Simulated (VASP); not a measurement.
# How a change of volume changes CdS (P6_3mc)

Wanted: the response of CdS to a change of volume, as a table, with a fit that predicts a row left out.

Main program and level: VASP 6.6.1; LDA; plane waves and PAW (Cd, S); cell typed or built by script, in the first sound run; inputs show where later runs differ.

### Step 1. Set-up

It takes space group P6_3mc (No. 186, hexagonal). Conventional cell: a = 4.136 Å, b = 4.136 Å, c = 6.714 Å, α = 90.00°, β = 90.00°, γ = 120.00°. Nearest to Cd lie 4 S at 2.53 Å. Nearest to S lie 4 Cd at 2.53 Å. Farther neighbours and most contacts between anions are not listed.

Coordinates:

```xyz
4
Lattice="4.1360 0.0000 0.0000 -2.0680 3.5819 0.0000 0.0000 0.0000 6.7140" Properties=species:S:1:pos:R:3 pbc="T T T"
Cd    0.0000    2.3879    0.0000
Cd    2.0680    1.1940    3.3570
S     0.0000    2.3879    2.5312
S     2.0680    1.1940    5.8882
```

### Step 2. Relax the crystal, LDA

The series starts from the cell that this level prefers, so that zero strain is near zero stress.

This step took 2 runs in a row; the last is shown.

Level: LDA; plane waves and PAW (Cd, S); cell typed or built by script.

Input file INCAR:

```
SYSTEM = CdS
PREC = Accurate
ENCUT = 450
EDIFF = 1E-07
NELM = 120
ISMEAR = 0
SIGMA = 0.02
LREAL = .FALSE.
ALGO = Normal
GGA = CA
NBANDS = 24
LASPH = .TRUE.
LORBIT = 11
LWAVE = .FALSE.
LCHARG = .FALSE.
KPAR = 16
IBRION = 2
NSW = 40
ISIF = 3
EDIFFG = -0.005
POTIM = 0.4
```

Input file POSCAR:

```
CdS
1.0
    4.0827800343      0.0000000000      0.0000000000
   -2.0413900172      3.5357912277      0.0000000000
    0.0000000000      0.0000000000      6.6517955812
Cd S
2 2
Direct
    0.3333333333      0.6666666667      0.0004020699
    0.6666666667      0.3333333333      0.5004020699
    0.3333333333      0.6666666667      0.3765979301
    0.6666666667      0.3333333333      0.8765979301
```

Input file KPOINTS:

```
Automatic mesh
0
Gamma
8 8 5
0 0 0
```

PAW data sets: Cd and S (LDA family, release 64).

Command:

```sh
$ mpirun -np 16 vasp_std
```

Log:

```text
[banner, memory and clock lines left out]
running   16 mpi-ranks, on    1 nodes
[...]
|                                                                             |
|           W    W    AA    RRRRR   N    N  II  N    N   GGGG   !!!           |
|           W    W   A  A   R    R  NN   N  II  NN   N  G    G  !!!           |
|           W    W  A    A  R    R  N N  N  II  N N  N  G       !!!           |
|           W WW W  AAAAAA  RRRRR   N  N N  II  N  N N  G  GGG   !            |
|           WW  WW  A    A  R   R   N   NN  II  N   NN  G    G                |
|           W    W  A    A  R    R  N    N  II  N    N   GGGG   !!!           |
|                                                                             |
|     For optimal performance we recommend to set                             |
|       NCORE = 2 up to number-of-cores-per-socket                            |
|     NCORE specifies how many cores store one orbital (NPAR=cpu/NCORE).      |
|     This setting can greatly improve the performance of VASP for DFT.       |
[...]
DAV:  19    -0.148172913889E+02    0.11836E-04   -0.17769E-05  1624   0.183E-02    0.364E-02
DAV:  20    -0.148172898924E+02    0.14965E-05   -0.37611E-06  1720   0.846E-03    0.883E-03
DAV:  21    -0.148172898753E+02    0.17068E-07   -0.36551E-07  1592   0.297E-03
   1 F= -.14817290E+02 E0= -.14817290E+02  d E =-.148173E+02
[...]
N       E                     dE             d eps       ncg     rms          rms(c)
DAV:   1    -0.148174588774E+02   -0.16899E-03   -0.37287E-03  1568   0.641E-01    0.979E-02
DAV:   2    -0.148173115578E+02    0.14732E-03   -0.42941E-04  1648   0.260E-01    0.351E-02
DAV:   3    -0.148172985833E+02    0.12975E-04   -0.39266E-05  1712   0.538E-02    0.300E-02
DAV:   4    -0.148172966049E+02    0.19783E-05   -0.24522E-06  1512   0.125E-02    0.627E-03
DAV:   5    -0.148172962119E+02    0.39305E-06   -0.12567E-06  1736   0.138E-02    0.200E-03
DAV:   6    -0.148172962183E+02   -0.64174E-08   -0.11650E-07   832   0.318E-03
   2 F= -.14817296E+02 E0= -.14817296E+02  d E =-.634296E-05
 trial-energy change:   -0.000006  1 .order   -0.000007   -0.000018    0.000003
 step:   0.8076(harm=  0.8491)  dis= 0.00009  next Energy=   -14.817297 (dE=-0.665E-05)
 reached required accuracy - stopping structural energy minimisation
```

Elapsed: 6.2 s, on 16 MPI ranks of AMD EPYC 9R45, shared host; peak memory 3.1 GiB.

Lines that name or quote the potential files are left out of all logs, and their timing lines are given in words.

From OUTCAR (step 2):

```text
  Total        0.0038027      0.0038027      0.0083788     -0.0000000     -0.0000000      0.0000000
  in kB        0.0634919      0.0634919      0.1398965     -0.0000000     -0.0000000      0.0000000
  external PRESSURE =       0.0889601 kB  Pullay stress =       0.0000000 kB

 POSITION                                       TOTAL-FORCE (eV/Angst)
 -----------------------------------------------------------------------------------
     -0.00000      2.35669      0.00279        -0.000000      0.000000      0.001407
      2.04095      1.17835      3.32783         0.000000      0.000000      0.001407
     -0.00000      2.35669      2.50429        -0.000000     -0.000000     -0.001407
      2.04095      1.17835      5.82934         0.000000     -0.000000     -0.001407
 -----------------------------------------------------------------------------------
    total drift:                               -0.000000      0.000000      0.000199

  FREE ENERGIE OF THE ION-ELECTRON SYSTEM (eV)
  ---------------------------------------------------
  free  energy   TOTEN  =       -14.8172962183 eV

  energy  without entropy=      -14.8172962183  energy(sigma->0) =      -14.81729622

 reached required accuracy - stopping structural energy minimisation

[... 3 further parts left out ...]
[key lines of the parts left out:]
E-fermi :   1.5672
```

Numbers from this step:

| Item | Value |
| --- | --- |
| energy(sigma→0) of the program | -14.8173 eV |
| stress, compression positive | xx, yy, zz 0.01, 0.01, 0.01 GPa |
| volume | 95.959 Å³ |
| ionic steps | 2 |

### Step 3. Relax at fixed volume, LDA

One member in full: the volume is scaled by 1.04, and shape and atoms relax at that volume.

Level: LDA; plane waves and PAW (Cd, S); cell typed or built by script.

Edit INCAR of step 2 so:

```diff
@@ -15,7 +15,7 @@
 LCHARG = .FALSE.
-KPAR = 16
+KPAR = 4
 IBRION = 2
 NSW = 40
-ISIF = 3
-EDIFFG = -0.005
+ISIF = 4
+EDIFFG = -0.004
 POTIM = 0.4
```

Input file POSCAR:

```
CdS
1.0
    4.1356227089      0.0000000000      0.0000000000
   -2.0678113545      3.5815543262      0.0000000000
    0.0000000000      0.0000000000      6.7375940935
Cd S
2 2
Direct
    0.3333333333      0.6666666667      0.0004191708
    0.6666666667      0.3333333333      0.5004191708
    0.3333333333      0.6666666667      0.3765808292
    0.6666666667      0.3333333333      0.8765808292
```

KPOINTS is that of step 2.

Command:

```sh
$ mpirun -np 4 vasp_std
```

Log:

```text
[banner, memory and clock lines left out]
running    4 mpi-ranks, on    1 nodes
[...]
LDA part: xc-table for (Slater(with rela. corr.)+CA(PZ))
 , standard interpolation
 POSCAR, INCAR and KPOINTS ok, starting setup
[...]
entering main loop
       N       E                     dE             d eps       ncg     rms          rms(c)
DAV:   1     0.231476112989E+03    0.23148E+03   -0.16482E+04  1440   0.123E+03
DAV:   2    -0.378403234721E+01   -0.23526E+03   -0.22804E+03  1664   0.327E+02
DAV:   3    -0.156998294767E+02   -0.11916E+02   -0.11871E+02  1760   0.748E+01
DAV:   4    -0.158181618521E+02   -0.11833E+00   -0.11829E+00  1664   0.727E+00
[...]
DAV:  19    -0.147910285207E+02    0.12413E-04   -0.16808E-05  1504   0.181E-02    0.437E-02
DAV:  20    -0.147910266071E+02    0.19136E-05   -0.44391E-06  1776   0.900E-03    0.111E-02
DAV:  21    -0.147910265417E+02    0.65428E-07   -0.38689E-07  1600   0.300E-03
   1 F= -.14791027E+02 E0= -.14791027E+02  d E =-.147910E+02
[...]
reached required accuracy - stopping structural energy minimisation
```

Elapsed: 12 s, on 4 MPI ranks; peak memory 0.7 GiB.

From OUTCAR (step 3):

```text
  Total       -1.5220043     -1.5220043     -1.5212333      0.0000000      0.0000000      0.0000000
  in kB      -24.4348210    -24.4348210    -24.4224438      0.0000000      0.0000000      0.0000000
  external PRESSURE =     -24.4306953 kB  Pullay stress =       0.0000000 kB

 POSITION                                       TOTAL-FORCE (eV/Angst)
 -----------------------------------------------------------------------------------
     -0.00000      2.38770      0.00282         0.000000      0.000000     -0.002673
      2.06781      1.19385      3.37162        -0.000000      0.000000     -0.002673
     -0.00000      2.38770      2.53725        -0.000000      0.000000      0.002673
      2.06781      1.19385      5.90605         0.000000     -0.000000      0.002673
 -----------------------------------------------------------------------------------
    total drift:                               -0.000000     -0.000000     -0.001389

  FREE ENERGIE OF THE ION-ELECTRON SYSTEM (eV)
  ---------------------------------------------------
  free  energy   TOTEN  =       -14.7910265417 eV

  energy  without entropy=      -14.7910265417  energy(sigma->0) =      -14.79102654

[... 2 parts as in an earlier step ...]

[... 2 further parts left out ...]
[key lines of the parts left out:]
E-fermi :   1.1794
```

This run gave:

* energy(sigma→0) of the program: -14.7910 eV
* stress, compression positive: xx, yy, zz -2.44, -2.44, -2.44 GPa
* ionic steps: 1

### Step 4. Band edges, TB-mBJ with spin-orbit coupling

Short lines in KPOINTS_OPT sample the zone centre, for masses, and the other valleys.

Level: TB-mBJ, spin-orbit coupling; plane waves and PAW (Cd, S); cell typed or built by script.

TB-mBJ has no energy functional, so the total energy, stress and pressure in this output mean nothing.

Input file INCAR:

```
SYSTEM = CdS
PREC = Accurate
ENCUT = 450
EDIFF = 1E-06
NELM = 150
ISMEAR = 0
SIGMA = 0.02
LREAL = .FALSE.
ALGO = Normal
METAGGA = MBJ
LASPH = .TRUE.
LNONCOLLINEAR = .TRUE.
MAGMOM = 0 0 0 0 0 0 0 0 0 0 0 0
NBANDS = 46
GGA_COMPAT = .FALSE.
LSORBIT = .TRUE.
LWAVE = .FALSE.
LCHARG = .FALSE.
KPAR = 4
```

POSCAR is that of step 3.

Input file KPOINTS:

```
Automatic mesh
0
Gamma
7 7 4
0 0 0
```

Input file KPOINTS_OPT:

```
Line mode
6
Line-mode
Reciprocal
  0.00000000   0.00000000   0.00000000
  0.00000000   0.00000000   0.05361607

  0.00000000   0.00000000   0.00000000
 -0.03291024   0.01645512   0.00000000

  0.50000000   0.00000000   0.00000000
  0.50000000   0.00000000   0.50000000

  0.33333333   0.33333333   0.00000000
  0.33333333   0.33333333   0.50000000
```

Command:

```sh
$ mpirun -np 4 vasp_ncl
```

Log:

```text
[banner, memory and clock lines left out]
running    4 mpi-ranks, on    1 nodes
[...]
|                                                                             |
|               ----> ADVICE to this user running VASP <----                  |
|                                                                             |
|     You enforced a specific xc type in the INCAR file but a different       |
|     [... a line on the potential file left out ...]
|     I HOPE YOU KNOW WHAT YOU ARE DOING!                                     |
|                                                                             |

 LDA part: xc-table for (None), standard interpolation
 POSCAR, INCAR and KPOINTS ok, starting setup
[...]
entering main loop
       N       E                     dE             d eps       ncg     rms          rms(c)
DAV:   1     0.106406437390E+03    0.10641E+03   -0.16207E+04  2960   0.129E+03
DAV:   2    -0.137086390480E+03   -0.24349E+03   -0.23656E+03  3246   0.347E+02
DAV:   3    -0.152370792800E+03   -0.15284E+02   -0.15193E+02  3484   0.857E+01
DAV:   4    -0.152562121269E+03   -0.19133E+00   -0.19108E+00  3318   0.912E+00
[...]
DAV:  98    -0.148011488297E+03    0.10668E-04   -0.27773E-11  1574   0.367E-05    0.279E-05
DAV:  99    -0.148011492834E+03   -0.45369E-05   -0.13721E-11  1580   0.287E-05    0.389E-05
DAV: 100    -0.148011493130E+03   -0.29580E-06   -0.47448E-12  1568   0.140E-05
   1 F= -.14801149E+03 E0= -.14801149E+03  d E =-.996002E-21  mag=    -0.0000    -0.0000     0.0000
 Start KPOINTS_OPT (optional k-point list driver)
k-point batch [1-24\24]
       N       E                     dE             ncg
DAV:   1     0.275270318941E+04   -0.99723E+04     2240
DAV:   2    -0.314018195605E+04   -0.58929E+04     2510
DAV:   3    -0.346734378547E+04   -0.32716E+03     2512
DAV:   4    -0.347103821734E+04   -0.36944E+01     2502
DAV:   5    -0.347110459817E+04   -0.66381E-01     2552
DAV:   6    -0.347110646513E+04   -0.18670E-02     2574
DAV:   7    -0.347110652750E+04   -0.62364E-04     2328
DAV:   8    -0.347110652995E+04   -0.24488E-05     1920
DAV:   9    -0.347110653010E+04   -0.14788E-06     1558
```

It took 8.9 min on 4 MPI ranks; peak memory 2.3 GiB.

OUTCAR, selected parts (step 4):

```text
  LATTYP: Found a hexagonal cell.
 ALAT       =     4.1356227089
 C/A-ratio  =     1.6291607257

 Subroutine GETGRP returns: Found 12 space group operations
 (whereof  6 operations were pure point group operations)

The static configuration has the point symmetry C_3v.
 The point group associated with its full space group is C_6v.

 Found     32 irreducible k-points:

   k-points           NKPTS =     32   k-points in BZ     NKDIM =     32   number of bands    NBANDS=     46

   dimension x,y,z NGX =    30 NGY =   30 NGZ =   48
   dimension x,y,z NGXF=    60 NGYF=   60 NGZF=   96

   ENCUT  =  450.0 eV  33.07 Ry    5.75 a.u.   7.15  7.15 11.65*2*pi/ulx,y,z

   NELECT =      36.0000    total number of electrons

 E-fermi :   1.6973

 k-point     1 :       0.0000    0.0000    0.0000
  band No.  band energies     occupation
    ...
     32       1.5180      1.00000
     33       1.5611      1.00000
     34       1.5611      1.00000
     35       1.5730      1.00000
     36       1.5730      1.00000
     37       4.2740      0.00000
     38       4.2740      0.00000
     39       5.7124      0.00000
     40       5.7124      0.00000
     41       8.9870      0.00000
    ...

 k-point     2 :       0.1429    0.0000    0.0000
  band No.  band energies     occupation
    ...
     32       0.8593      1.00000
     33       1.3839      1.00000
     34       1.4065      1.00000
     35       1.4326      1.00000
     36       1.4521      1.00000
     37       4.9733      0.00000
     38       4.9802      0.00000
     39       6.3023      0.00000
     40       6.3104      0.00000
     41       8.6065      0.00000
    ...

  Total      -76.0325540    -76.0325540    -76.1905663      0.0000000      0.0000000      0.0000000
  in kB    -1220.6548016  -1220.6548015  -1223.1915893      0.0000000      0.0000000      0.0000000
  external PRESSURE =   -1221.5003975 kB  Pullay stress =       0.0000000 kB

 POSITION                                       TOTAL-FORCE (eV/Angst)
 -----------------------------------------------------------------------------------
     -0.00000      2.38770      0.00282         0.000000     -0.000000     -0.015296
      2.06781      1.19385      3.37162        -0.000000      0.000000     -0.015296
     -0.00000      2.38770      2.53725         0.000000     -0.000000      0.015296
      2.06781      1.19385      5.90605         0.000000      0.000000      0.015296
 -----------------------------------------------------------------------------------
    total drift:                               -0.000000      0.000000      0.017481

  FREE ENERGIE OF THE ION-ELECTRON SYSTEM (eV)
  ---------------------------------------------------
  free  energy   TOTEN  =      -148.0114931301 eV

  energy  without entropy=     -148.0114931301  energy(sigma->0) =     -148.01149313

 Spin-Orbit-Coupling matrix elements
 Ion:    1  E_soc:     -0.0519975
 Ion:    2  E_soc:     -0.0519975
 Ion:    3  E_soc:     -0.0023066
 Ion:    4  E_soc:     -0.0023066

[... 1 part as in an earlier step ...]

[... 7 further parts left out ...]
```

(Continued in part 2 of 2.)

[Lines on the potential files, build, host, timing and source positions are cut from VASP's logs without a mark.]

[Logs are printed without paths, hosts, clocks, repeated set-up lines and the standing remarks that a program may print on its own settings, such as how far it seeks lower states.]

[Hosts, paths, dates, database ids (printed as entryN), source tags and the programs' standing remarks are cut or masked in the printed files.]

[In band tables of VASP the shares of atoms and orbitals are scaled to a sum of 1 inside the atoms' spheres.]
